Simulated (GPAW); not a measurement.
Pb: band structure with BLYP

Crystal: Pb.

```
Pb
1.0
     0.00000    2.47502    2.47502
     2.47502    0.00000    2.47502
     2.47502    2.47502    0.00000
Pb
1
Direct
  0.00000 0.00000 0.00000
```

- Program: GPAW 26.7.0
- Task: band structure
- Functional: BLYP
- Potentials or basis: PAW data sets generated in the run's folder for this functional
- Cutoff: 600 eV
- Basis: pw
- k mesh: 9 × 9 × 9
- Occupations: fermi-dirac, width 0.05 eV
- Spin: spin-orbit coupling, no magnetisation
- Eigensolver: davidson
- Maxiter: 150
- Band path: GXWKGLUWLK,UX
- Band points: 100
- spin axis theta (degrees): 90
- spin axis phi (degrees): 0
- Soc after scf: second variation

```yaml
Pressure: 5.6 GPa
Band_gap_along_the_path: none (metal or under the smearing width)
```

Levels at the corners of the path, in eV from the Fermi level:
| point | band 12 | band 13 | band 14 | band 15 | band 16 | band 17 |
| --- | --- | --- | --- | --- | --- | --- |
| Γ | -11.68 | 4.28 | 4.28 | 8.61 | 8.61 | 8.61 |
| X | -6.76 | -3.47 | -3.47 | 1.29 | 1.29 | 2.88 |
| W | -6.68 | -2.34 | -2.33 | -0.68 | -0.67 | 0.66 |
| K | -6.86 | -2.72 | -2.72 | -0.90 | -0.90 | 3.05 |
| Γ | -11.68 | 4.28 | 4.28 | 8.61 | 8.61 | 8.61 |
| L | -8.14 | -4.24 | -4.24 | 4.16 | 4.16 | 6.64 |
| U | -6.86 | -2.72 | -2.72 | -0.90 | -0.90 | 3.05 |
| W | -6.68 | -2.34 | -2.33 | -0.68 | -0.67 | 0.66 |
| L | -8.14 | -4.24 | -4.24 | 4.16 | 4.16 | 6.64 |
| K | -6.86 | -2.72 | -2.72 | -0.90 | -0.90 | 3.05 |
| U | -6.86 | -2.72 | -2.72 | -0.90 | -0.90 | 3.05 |
| X | -6.76 | -3.47 | -3.47 | 1.29 | 1.29 | 2.88 |

Run time: 29 s on 1 thread of Arm Neoverse V1 (shared host), peak memory 0.24 GiB.

Caveat: spin-orbit coupling was added after a scalar SCF, so levels and gaps hold it while energy, forces, pressure and moments don't; this program's spin-orbit splittings come out too wide for heavy elements.
